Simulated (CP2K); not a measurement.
The system is WS2 (Tungstenite).

```
CELL_PARAMETERS angstrom
3.18000 0.00000 0.00000
-1.59000 2.75396 0.00000
0.00000 0.00000 12.50000
ATOMIC_POSITIONS crystal
W 0.66667 0.33333 0.75000
W 0.33333 0.66667 0.25000
S 0.66667 0.33333 0.37500
S 0.33333 0.66667 0.87500
S 0.66667 0.33333 0.12500
S 0.33333 0.66667 0.62500
```

Base run:

| Quantity | Value |
| --- | --- |
| Program | CP2K 2026.2 |
| Functional | PBEsol |
| Dispersion | D3(BJ)+ATM |
| Potentials or basis | POTENTIAL_UZH W GTH-PBE-q14, S GTH-PBE-q6; DZVP-MOLOPT-PBE-GTH basis |
| Density cutoff | 6123 eV |
| k mesh | 10 × 10 × 3 |
| Occupations | fermi-dirac, width 0.05 eV |
| Spin | no spin polarisation |

Its results: band gap on the k mesh 1.08 eV, indirect (least direct gap 2.11 eV); pressure -4.8 GPa; largest force 0.013 eV/Å.

The run is repeated on the same cell with these changes: dispersion from D3(BJ)+ATM to D3. What comes out?

Band gap on the k mesh 1.08 eV, indirect (least direct gap 2.11 eV); pressure -3.6 GPa; largest force 0.021 eV/Å.

Caveats: the potentials were made for another functional, which shifts forces and pressure; spin-orbit coupling is left out, which moves the levels of the heavy elements; an odd mesh through Γ misses points on the zone boundary, where band edges often lie; the basis of atomic orbitals isn't converged, which shifts pressures, moduli and gaps.

Not every run made on this cell is shown here.
